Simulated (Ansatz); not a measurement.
**Moving the starting magnetic order in FePt**

```
CELL_PARAMETERS angstrom
2.72350 0.00000 0.00000
0.00000 2.72350 0.00000
0.00000 0.00000 3.72000
ATOMIC_POSITIONS crystal
Pt 0.50000 0.50000 0.50000
Fe 0.00000 0.00000 0.00000
```

Kept alike: task single point; functional PBE; k mesh 10 × 10 × 7; occupations fermi-dirac, width 0.05 eV. Program: Ansatz, Ansatz PAW, cutoff 420 eV. The mesh is that of the run's cell of 2 atoms. No spin-orbit coupling.

| starting magnetic order | largest site moment (μB) | moment of the cell (μB) | free energy over the lowest row (meV/atom) |
| --- | --- | --- | --- |
| fm | 2.95 | 3.28 | 0.00 |
| random | 2.95 | 3.28 | 0.00 |
| spin off | 0.00 | 0.00 | 364.23 |

For a metal such a mesh leaves the last digits unconverged. Moments of the cell are magnitudes, and a label names the start alone. The runs hold the magnetic state that their start led to, which needn't be the lowest. The row without spin has no moments by construction. Site moments count inside each atom's sphere or projector.

The largest site moment runs from 0.00 (spin off) to 2.95 μB (fm; random). The moment of the cell runs from 0.00 (spin off) to 3.28 μB (fm; random). The free energy is lowest at fm; random, and 364.23 meV an atom higher at spin off. Starts that end at one energy have found one state: fm; random.
